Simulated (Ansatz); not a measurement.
# CaSe (Fm-3m) in Ansatz: single point with PBE

Aim: the single point of CaSe with PBE.

Program: Ansatz 0.2.0. These are calculated values, not measurements. Logs are shortened: lines on timing, memory, paths and dates and some standing lists are left out, and cuts for length are marked.

## (1) The cell of the first run

It takes space group Fm-3m (No. 225, cubic). The conventional cell has a = 5.912 Å, b = 5.912 Å, c = 5.912 Å, α = 90.00°, β = 90.00°, γ = 90.00°. Around Se (site symmetry m-3m) lie 6 Ca at 2.96 Å. Around Ca (site symmetry m-3m) lie 6 Se at 2.96 Å.

## (2) Single point, PBE (the cell as VASP's run set it)

File input.yaml:

```yaml
crystal:
  lattice:
    - [4.18041529, 0.0, 0.0]
    - [2.090207645, 3.6203458395, 0.0]
    - [2.090207645, 1.2067819465, 3.4132947911]
  atoms:
    - { symbol: Se, position: [0.5, 0.5, 0.5] }
    - { symbol: Ca, position: [0.0, 0.0, 0.0] }
kpoints:
  mp_grid: { grid: [8, 8, 8] }
scf:
  occupations: { method: gaussian, width: 0.1 }
hamiltonian:
  xc: pbe
  pseudopotentials: { kind: all_electron, lapw: { basis_error: 0.001 } }
output:
  forces: true
  stress: true
  eigenvalues: true
```

Potentials or basis: all-electron LAPW, scalar-relativistic.

Started as:

```sh
> ansatz run input.yaml --threads 1 --pin off --max-ram 3072MiB --backend cpu --events-out ev --progress --plain --runs-dir out
```

Output:

```text
Warning: RAYON_NUM_THREADS=1 ignored (pool sized by the plan → 1); use --threads N
LAPW: plane waves up to 6.697 Å⁻¹, error target 1.0e-3 eV per atom; small_component_spin mean_spin; Ca in spheres of 1.470 Å, 10 of its electrons in bands, Dirac shells []; Se in spheres of 1.486 Å, 24 of its electrons in bands, Dirac shells [] (how accurate: hamiltonian.pseudopotentials.lapw.basis_error, Limitations)
Engine: ansatz 0.2.0, aarch64-unknown-linux-gnu
Pseudopotentials: kind: all_electron
Pseudopotential: Se, LAPW, valence charge 24, lapw/all_electron/scalar/gaussian/Se, Koelling and Harmon's equation, gaussian nucleus
Pseudopotential: Ca, LAPW, valence charge 10, lapw/all_electron/scalar/gaussian/Ca, Koelling and Harmon's equation, gaussian nucleus
Functional definition: PBE
  parameter kappa = 0.804
  parameter beta = 0.06672455060314922
  exchange = pbe_x(kappa = kappa, mu = beta*pi^2/3)
  correlation = pbe_c(beta = beta)
Crystal: 2 atoms, lattice volume = 51.659 Å³
Basis set: ecut = 170.852007998374 eV, 259 PW (Γ), exchange–correlation at level 2
Bands: 21, of which v1, the nominal top of the filled ones, is band 17 counted from 1 (16 counted from 0)
Symmetry: 48 space group operations
Space group: Fm-3m (ITA 225), of the structure as read, at distance tolerance 3.7e-5 Å
k-points: 29 of 512
Non-local potential: Se, projectors of the file, none
Non-local potential: Ca, projectors of the file, none
Initial density: superposition of atomic densities (chi_scale 0.1, normalization cell, long waves kept (reshape's long-wave potential 0.00 eV rms))
Initial wavefunctions: plane waves of lowest kinetic energy (no species holds an atomic orbital)
Functional: x = pbe(κ = 0.804, μ = 0.2195149727645171), c = pbe(β = 0.06672455060314922)
iter 1 solved again at ethr=1.46e-3 eV; its pass at ethr=1.00e-1 eV (dr2=4.98e-1 eV) is discarded
SCF iter   1: F=—  HF=-84644.297315 eV  |F-HF|=—  |Δ(HF+E_count)|=         —  Δρ=2.20e-2  dr2=4.98e-1  ethr=1.46e-3  ⟨swp⟩=2.0  Hψ=4000  notcnv=0
preconditioner: auto → none  [insulator: Δε(μ)=2.483 eV  Ē_g=9.320 eV  σ=0.100 eV  W_gap=1.00  n_scr=14 (ndim 8)  ℏωp=14.6 eV  f_vac=0.000  D(μ)=0.00/eV (n_scr^D=0)  ε∞_Penn≈3.5]
iter 2 solved again at ethr=6.37e-5 eV; its pass at ethr=1.46e-3 eV (dr2=2.17e-2 eV) is discarded
SCF iter   2: F=—  HF=-84644.184856 eV  |F-HF|=—  |Δ(HF+E_count)|=   1.12e-1  Δρ=5.51e-3  dr2=2.17e-2  ethr=6.37e-5  ⟨swp⟩=2.0  Hψ=3238  notcnv=0
SCF iter   3: F=—  HF=-84644.190783 eV  |F-HF|=—  |Δ(HF+E_count)|=         —  Δρ=3.53e-3  dr2=1.18e-2  ethr=6.37e-5  ⟨swp⟩=2.1  Hψ=1917  notcnv=0
the basis was enlarged: its passes take 88.7 KiB over the memory plan, 1 of 1 planned eigensolver slots
SCF iter   4: F=—  HF=-84644.194387 eV  |F-HF|=—  |Δ(HF+E_count)|=   3.60e-3  Δρ=6.04e-4  dr2=2.59e-4  ethr=3.47e-5  ⟨swp⟩=2.0  Hψ=1885  notcnv=0
SCF iter   5: F=—  HF=-84644.194735 eV  |F-HF|=—  |Δ(HF+E_count)|=   3.48e-4  Δρ=7.39e-5  dr2=2.56e-6  ethr=7.61e-7  ⟨swp⟩=3.0  Hψ=1953  notcnv=0
SCF iter   6: F=—  HF=-84644.194747 eV  |F-HF|=—  |Δ(HF+E_count)|=   1.22e-5  Δρ=2.25e-5  dr2=1.57e-7  ethr=7.52e-9  ⟨swp⟩=3.0  Hψ=1978  notcnv=0
SCF iter   7: F=-84644.194748 eV  HF=-84644.194748 eV  |F-HF|=1.03e-8  |Δ(HF+E_count)|=   9.99e-7  Δρ=2.51e-6  dr2=2.03e-9  ethr=4.61e-10  ⟨swp⟩=3.0  Hψ=2035  notcnv=0
SCF 1 converged in 7 iterations: F = -84644.194748 eV  dr2 = 2.03e-9
SCF converged after 7 iterations
Free energy (F): -84644.194748 eV
Harris-Foulkes:  -84644.194748 eV  (|F-HF|=1.03e-8)
Internal energy: -84644.194748 eV  (E = F + TS)
E sigma→0 (E₀):  -84644.194748 eV
Fermi energy:    8.622995 eV
--- Per-component energies (eV) ---
  E_band       = -1722.483264
  E_kinetic    = 86356.164077
  E_xc         = -3382.117316
  E_electrostatic = -167618.241508  (all electrons and nuclei)
  E_smearing   = -0.000000  (= −TS)
  E_closure    = 0.000000  (closes the sum)
  E_atoms      = -84634.732595  (free atoms, spherical and without spin; not in F)
  Σ components = -84644.194748   (vs F -84644.194748, Δ=0.00e0)
  Basis errors (estimates in eV, not in F): energy 4.1e-4 per atom: plane waves 3.7e-4 (2.0e-4 summed), levels above the bands 0.0e0, relativity 1.4e-8, radial functions 4.3e-5, core shells 6.2e-7; eigenvalues (radial functions only) 1.2e-6; not estimated: angular momenta, meshes, grids; target (lapw.basis_error) 1.0e-3; muffin-tin radii Ca 1.470 Å, Se 1.486 Å
--- Forces (eV/Å), atoms counted from 1 ---
  atom   1  Se     0.00000000     0.00000000    -0.00000000
  atom   2  Ca     0.00000000    -0.00000000    -0.00000000
  max |Σ_I F_I| component: 4.60e-31 eV/Å
--- Stress (GPa, compression-positive) ---
        1.167658      -0.000000       0.000000
       -0.000000       1.167658       0.000000
       -0.000000       0.000000       1.167658
  P = ⅓ Tr σ = 1.1677 GPa (11.677 kbar)
--- Band table (eV; the first three rows and the last of 29) ---
  k-point 0: bands = ["-198.5667", "-138.0334", "-138.0334", "-138.0334", "-38.2557", "-38.2557", "-38.2503", "-38.2503", "-38.2503", "-32.1502", "-13.1397", "-13.1397", "-13.1397", "-4.1945", "7.6084", "7.6084", "7.6084", "10.9642", "11.3199", "11.3199", "11.3199"]
  k-point 1: bands = ["-198.5667", "-138.0334", "-138.0334", "-138.0334", "-38.2557", "-38.2557", "-38.2503", "-38.2503", "-38.2503", "-32.1492", "-13.1569", "-13.1408", "-13.1408", "-4.1018", "6.8426", "7.3691", "7.3691", "11.2267", "11.5315", "11.5315", "11.9394"]
  k-point 2: bands = ["-198.5667", "-138.0334", "-138.0334", "-138.0334", "-38.2557", "-38.2557", "-38.2503", "-38.2502", "-38.2502", "-32.1468", "-13.1978", "-13.1435", "-13.1435", "-3.8666", "5.6066", "6.9092", "6.9092", "11.3402", "12.0481", "12.0481", "13.2870"]
  k-point 28: bands = ["-198.5667", "-138.0334", "-138.0334", "-138.0334", "-38.2559", "-38.2557", "-38.2502", "-38.2502", "-38.2501", "-32.1409", "-13.1975", "-13.1975", "-13.1793", "-3.5263", "5.6264", "5.6264", "5.9353", "12.0142", "12.0142", "12.8630", "13.3502"]
```

It took 4.4 s on 1 thread of Arm Neoverse V2, shared host; peak memory 0.25 GiB.

What came out:

```
Free energy            : -84644.1947 eV
Pressure               : 1.2 GPa
Band gap on the k mesh : 2.03 eV, indirect (least direct gap 2.96 eV)
```
